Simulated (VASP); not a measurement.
Here is a VASP 6.6.1 calculation.

File INCAR:

```
  ALGO = Normal
  DIPOL = 0.5 0.5 0.500
  EDIFF = 1E-6
  ENCUT = 520
  GGA = PS
  IDIPOL = 3
  ISIF = 2
  ISMEAR = 0
  KPAR = 8
  LASPH = True
  LCHARG = True
  LDIPOL = True
  LREAL = False
  LVACPOTAV = True
  LVHAR = True
  LWAVE = False
  NELM = 60
  PREC = Accurate
  SIGMA = 0.05
```

Contents of KPOINTS:

```
k-points
0
Gamma
  6 8 1
```

The input POSCAR:

```
TiO2                                    
1.0
    4.5922000000      0.0000000000      0.0000000000
    0.0000000000      2.9574000000      0.0000000000
    0.0000000000      0.0000000000     24.6796253760
  O               Ti            
     8     4
Direct
     0.1467495668491454    0.5000000000000000    0.3219344511173298
     0.3000646039275446    0.0000000000000000    0.4174328619434309
     0.7806912582103442    0.5000000000000000    0.3936801127329862
     0.7017005761352220    0.0000000000000000    0.4887011696892863
     0.2017005761352221    0.5000000000000000    0.5112988303107139
     0.2806912582103441    0.0000000000000000    0.6063198872670138
     0.8000646039275446    0.5000000000000000    0.5825671380565692
     0.6467495668491454    0.0000000000000000    0.6780655488826699
     0.0396432487886653    0.0000000000000000    0.3615344312188118
     0.5311507460890785    0.5000000000000000    0.4522658027987540
     0.0311507460890786    0.0000000000000000    0.5477341972012462
     0.5396432487886652    0.5000000000000000    0.6384655687811883
```

Potentials or basis: VASP PAW PBE potentials, release 64 (O, Ti_sv).

The run is started by

```bash
$ cat potpaw_PBE.64/O/POTCAR potpaw_PBE.64/Ti_sv/POTCAR > POTCAR
$ mpirun -np 8 vasp_std > vasp.out
```

Q: Estimate the ionisation potential of the upper face.

A: 7.67 eV.

Q: Predict the band gap on the k mesh.

A: 2.38 eV, direct.

Q: Estimate the largest force.

A: 0.014 eV/Å.

Forces in eV/Å, atoms in the order of the input:
```
O   -0.004  0.000  0.004
O   -0.005  0.000  0.006
O   -0.013  0.000 -0.005
O   -0.004  0.000 -0.004
O   -0.004  0.000  0.004
O   -0.013  0.000  0.005
O   -0.005  0.000 -0.006
O   -0.004  0.000 -0.004
Ti   0.014  0.000  0.002
Ti   0.012  0.000  0.001
Ti   0.012  0.000 -0.001
Ti   0.014  0.000 -0.002
```

Caveat: the PAW data sets were made with another functional, which shifts forces and pressure a little.
